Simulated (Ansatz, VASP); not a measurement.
## V: VASP beside Ansatz

```
CELL_PARAMETERS angstrom
0.00000 1.88571 1.88571
1.88571 0.00000 1.88571
1.88571 1.88571 0.00000
ATOMIC_POSITIONS crystal
V 0.00000 0.00000 0.00000
```

Alike in both runs: task single point; functional PBEsol; k mesh 16 × 16 × 16; occupations fermi-dirac, width 0.1 eV; no spin polarisation.

|  | VASP | Ansatz |
| --- | --- | --- |
| version | VASP 6.6.1 | Ansatz 0.2.0 |
| potentials or method | VASP PAW PBE potentials, release 64 (V_sv) | plane waves (420 eV) with PAW, scalar-relativistic |
| plane-wave cutoff (eV) | 520 | 420 |
| valence electrons in the cell | 13 | 13 |

```tsv
	VASP	Ansatz	Ansatz less VASP
pressure (GPa)	0.1	0.0	-0.12
```

With one functional, cell and mesh, what is left measures potentials, basis and numerics. Ansatz warned: «pseudo_functional_mismatch».

Caveats: the PAW data sets were made with another functional, which shifts forces and pressure a little (VASP).
